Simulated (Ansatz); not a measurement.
## Convergence of Ca

```
Ca
1.0
    -2.24000    2.24000    2.24000
     2.24000   -2.24000    2.24000
     2.24000    2.24000   -2.24000
Ca
1
Cartesian
  0.0000 0.0000 0.0000
```

Conventional cell: a = 4.480 Å, b = 4.480 Å, c = 4.480 Å, α = 90.00°, β = 90.00°, γ = 90.00°. Ca (atom 1) is surrounded by 8 Ca at 3.88 Å.

Structure: COD 9011034, as refined from experiment and not relaxed. It was measured hot, at 740 K.

All numbers below come from DFT, PBE, all-electron LAPW, scalar-relativistic in Ansatz 0.2.0.

Settings: a Γ-centred 10×10×10 k mesh, Fermi–Dirac smearing of 0.05 eV, basis error target 0.25 meV/atom, no spin polarisation. One setting is then changed at a time.

```
                   filling  energy at zero smearing less the base's (meV/atom)  P (GPa)  cutoff chosen (eV)
Fermi–Dirac 0.05 eV (base)                                                 0.0    -0.97                 100
               tetrahedron                                                 2.0        –                 100
              cold 0.15 eV                                                 0.2    -0.97                 100
       Fermi–Dirac 0.01 eV                                                 0.7    -0.94                 100
       Fermi–Dirac 0.28 eV                                                -9.6    -0.93                 100
  Methfessel–Paxton 0.2 eV                                                 0.0    -0.98                 100
```
